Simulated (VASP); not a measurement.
Input of a VASP 6.6.1 run:

The input INCAR:

```
ALGO     = Normal         # electronic algorithm
EDIFF    = 1E-6           # SCF threshold, eV
ENCUT    = 520            # plane-wave cutoff, eV
GGA      = CA             # functional
ISIF     = 2              # what is computed and relaxed
ISMEAR   = -1             # smearing method
LASPH    = True           # aspherical terms in the spheres
LCHARG   = True           # write CHGCAR
LELF     = True           # ELF
LREAL    = False          # projectors in reciprocal space
LVHAR    = True         
LWAVE    = False          # write WAVECAR
NBANDS   = 16             # bands
NELM     = 80             # most SCF steps
PREC     = Accurate       # precision mode
SIGMA    = 0.05           # smearing width, eV
```

KPOINTS

```
k-points
0
Gamma
  12 12 12
```

The input POSCAR:

```
InP
1.0
    0.0000000000      2.9305000000      2.9305000000
    2.9305000000      0.0000000000      2.9305000000
    2.9305000000      2.9305000000      0.0000000000
In P
1 1
Direct
    0.0000000000      0.0000000000      0.0000000000
    0.7500000000      0.7500000000      0.7500000000
```

Potentials or basis: VASP PAW LDA potentials, release 64 (In_d, P).

The run is started by

```console
$ cat potpaw_LDA.64/In_d/POTCAR potpaw_LDA.64/P/POTCAR > POTCAR
$ mpirun -np 1 vasp_std > vasp.out
```

**Question.** Predict the pressure.

**Answer.** -1.2 GPa.

**Question.** Estimate the band gap on the k mesh.

**Answer.** 0.51 eV, direct.

Caveat: spin-orbit coupling is left out, which moves the levels of the heavy elements.

**What was measured.**

From a printed reference work, data compilation, for a bulk crystal of InP at 1.6 K: band gap 1.4236 eV (direct).

A measured gap of InP is 1.4236 eV (direct; 1.6 K; a printed reference work, data compilation); the calculated 0.51 eV misses it by -0.91 eV. Spin-orbit coupling on In is left out. The value is that of LDA, without temperature or zero-point motion. Semilocal functionals fall short of measured gaps as a rule.
